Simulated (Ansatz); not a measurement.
A single-point run of Ansatz (plane waves, PAW) on Si (lonsdaleite), with the lines that name the functional removed. The cell was relaxed with r2SCAN and then strained (isotropic -2.13 % on every length), with the atoms relaxed again with r2SCAN; k points keep the names of the unstrained zone.

```
CELL_PARAMETERS angstrom
3.75051 0.00000 0.00000
-1.87525 3.24803 0.00000
0.00000 0.00000 6.20615
ATOMIC_POSITIONS crystal
Si 0.33333 0.66667 0.00073
Si 0.66667 0.33333 0.50073
Si 0.33333 0.66667 0.37427
Si 0.66667 0.33333 0.87427
```

```
Crystal: 4 atoms, lattice volume = 75.602 Å³
Basis set: ecut = 420 eV, 1497 PW (Γ)
Bands: 13, of which v1, the nominal top of the filled ones, is band 8 counted from 1 (7 counted from 0)
Symmetry: 24 space group operations
Space group: P63/mmc (ITA 194)
k-points: 57 of 576
preconditioner: auto → none  [insulator: Δε(μ)=0.280 eV  σ=0.020 eV  ℏωp=17.1 eV]
SCF 1 converged in 6 iterations: F = -2543.049735 eV  dr2 = 2.14e-11
SCF converged after 6 iterations
Free energy (F): -2543.049735 eV
Fermi energy:    7.276921 eV
--- Forces (eV/Å), atoms counted from 1 ---
  atom   1  Si      0.00000      0.00000    -0.00280
  atom   2  Si      0.00000      0.00000    -0.00280
  atom   3  Si      0.00000      0.00000      0.00280
  atom   4  Si      0.00000      0.00000      0.00280
--- Stress (GPa, compression-positive) ---
        8.190256       0.000000       0.000000
        0.000000       8.190256       0.000000
        0.000000       0.000000       8.272761
  P = ⅓ Tr σ = 8.2178 GPa (82.178 kbar)
--- Band table (eV; the first three rows and the last of 57) ---
  k-point 0: bands = […, -0.4307, 5.5293, 5.5293, 6.7298, 7.1454, 7.1454, 8.3439, 9.0957, 9.0957, 9.5279, …]
  k-point 1: bands = […, 0.6402, 5.1185, 5.6931, 5.6931, 6.7790, 6.7790, 8.5490, 9.4177, 9.4177, 9.7824, …]
  k-point 2: bands = […, 2.7301, 2.7301, 6.1543, 6.1543, 6.1543, 6.1543, 9.1216, 9.1216, 10.1022, 10.1022, …]
  k-point 56: bands = […, -0.5267, -0.5267, 2.3281, 2.3281, 5.0156, 5.0156, 8.6997, 8.6997, 10.6598, 10.6598, …]
```

The file bands.tsv (bands near the Fermi energy, numbered from 0, rounded):
```tsv
# k_distance	band_3	band_4	band_5	band_6	band_7	band_8	band_9	band_10	band_11
# fermi_ev = 7.276921
# [0, 0, 0] at k_distance = 0.000000
# [0.5, 0, 0] at k_distance = 0.967229
# [0.3333333333, 0.3333333333, 0] at k_distance = 1.525659
# [0, 0, 0.5] at k_distance = 2.751882
# [0.5, 0, 0.5] at k_distance = 3.719111
# [0.3333333333, 0.3333333333, 0.5] at k_distance = 4.277542
# levels_relative_to = fermi_ev
0.000	-1.748	-1.748	-0.547	-0.132	-0.132	1.067	1.819	1.819	2.251
0.967	-6.301	-5.111	-3.383	-3.378	-1.659	0.140	2.276	2.762	2.904
1.526	-6.857	-5.690	-3.979	-3.979	-3.715	0.442	5.248	5.505	5.505
2.752	-4.547	-1.123	-1.123	-1.123	-1.123	1.845	1.845	2.825	2.825
3.719	-7.682	-2.739	-2.739	-2.712	-2.712	0.762	0.762	1.393	1.393
4.278	-7.804	-4.949	-4.949	-2.261	-2.261	1.423	1.423	3.383	3.383
```
In order the rows are Γ, M, K, A, L, H.

Task: Which functional gave these numbers?
A. PBE
B. DDH-PBE0
C. LDA
D. r2SCAN

Result: A. PBE. There is no exchange loop, so no exact exchange. The PBE gap is indirect, 0.27 eV (Γ to M), below the direct gap of 1.20 eV at Γ. Within one family of functionals the choice rests on the size of the gap and stress, not on a line of the log.

Spin-unpolarised throughout; all numbers are computed.
